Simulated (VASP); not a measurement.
Runs of VASP 6.6.1 on InP. It takes space group F-43m (No. 216, cubic). Conventional cell: a = 5.861 Å, b = 5.861 Å, c = 5.861 Å, α = 90.00°, β = 90.00°, γ = 90.00°. In (site symmetry -43m) is surrounded by 4 P at 2.54 Å. P (site symmetry -43m) has 4 In at 2.54 Å as nearest neighbours. 

| task | level | cell | cutoff (eV) | smearing | gap on the mesh (eV) | pressure (GPa) | relaxed volume (Å³/atom) |
| --- | --- | --- | --- | --- | --- | --- | --- |
| single point | PBE | as given | 520 | gaussian 0.011 eV | 0.71 | (a) | - |
| band structure | AM05 | as given | 520 | fermi-dirac 0.05 eV | (b) | - | - |
| relaxation of cell and atoms | PW91 | relaxed | 600 | fermi-dirac 0.05 eV | 0.42 | 0.0 | 26.43 |
| relaxation of cell and atoms | AM05 | relaxed | 600 | fermi-dirac 0.05 eV | 0.63 | 0.0 | 25.51 |

Alike in all rows: potentials or basis VASP PAW PBE potentials, release 64 (In_d, P); no spin polarisation; k mesh 8 × 8 × 8.

Estimate the missing entries.

(a) 3.3; (b) 0.70.

Caveats: spin-orbit coupling is left out, which moves the levels of the heavy elements; the PAW data sets were made with another functional, which shifts forces and pressure a little (some runs).

A k mesh can miss the band edges, and the runs leave out spin-orbit coupling on In.
